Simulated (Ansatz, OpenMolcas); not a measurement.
Computed against measured: atomisation enthalpy at 298 K

6 molecules, all hydrocarbons; the atomisation enthalpy at 298 K in kJ/mol, computed less measured. Shapes, held fixed at every level: PBE0-D4/def2-TZVP. Flexible molecules stand in one conformer, not always the lowest. Thermal terms are harmonic and unscaled (PBE0-D4/def2-TZVP); the spin-orbit lowering of the free atoms is taken from their spectra. Programs: Ansatz 0.2.0, OpenMolcas 26.06. Measured values: Active Thermochemical Tables, CRC Handbook of Chemistry and Physics.

Levels: A = HF/3-21G; B = r2SCAN-D4/def2-TZVPP; C = PBE0-D4/def2-TZVPP; D = CCSD(T)/def2-SVP; E = CCSD(T)/def2-TZVPP.

| molecule | from tabulated heats | A | B | C | D | E |
| --- | --- | --- | --- | --- | --- | --- |
| CH3 (methyl radical) | 1224 | -310 | +15 | +3 | -52 | -25 |
| C3H3 (cyclopropenyl radical) | 2318 | -843 | +33 | +54 | -100 | -73 |
| C3H6 (propene) | 3438 | -972 | +1 | +17 | -136 | -81 |
| C4H6 (2-butyne) | 4030 | -1184 | +3 | +31 | -165 | -108 |
| C4H8 (cyclobutane) | 4584 | -1309 | +4 | +42 | -174 | -105 |
| C4H8 (1-butene) | 4612 | -1298 | +1 | +26 | -180 | -109 |

Task: Which level does best on this set, which worst, and which err to one side?

Result: 
```json
{"level": "HF/3-21G", "kind": "Hartree–Fock", "mean error": "-986.0", "mean absolute error": "986.0", "worst case": "C4H8 (cyclobutane)"}
{"level": "r2SCAN-D4/def2-TZVPP", "kind": "meta-GGA", "mean error": "+9.5", "mean absolute error": "9.5", "worst case": "C3H3"}
{"level": "PBE0-D4/def2-TZVPP", "kind": "global hybrid", "mean error": "+28.8", "mean absolute error": "28.8", "worst case": "C3H3"}
{"level": "CCSD(T)/def2-SVP", "kind": "coupled cluster or CI", "mean error": "-134.5", "mean absolute error": "134.5", "worst case": "C4H8 (1-butene)"}
{"level": "CCSD(T)/def2-TZVPP", "kind": "coupled cluster or CI", "mean error": "-83.5", "mean absolute error": "83.5", "worst case": "C4H8 (1-butene)"}
```

On this set r2SCAN-D4/def2-TZVPP has the smallest mean absolute error and HF/3-21G the largest. HF/3-21G is too low in 6 of 6; r2SCAN-D4/def2-TZVPP is too high in 6 of 6; PBE0-D4/def2-TZVPP is too high in 6 of 6; CCSD(T)/def2-SVP is too low in 6 of 6; CCSD(T)/def2-TZVPP is too low in 6 of 6. Heats of the atoms come from ATcT where it has them. The levels differ in basis as well as in method. For HF/3-21G and CCSD(T)/def2-SVP and CCSD(T)/def2-TZVPP the error tends to grow with the atomisation enthalpy. Hartree–Fock lacks correlation and underbinds. Correlated wave functions converge slowly with the basis. Open shells run unrestricted. The set is small.
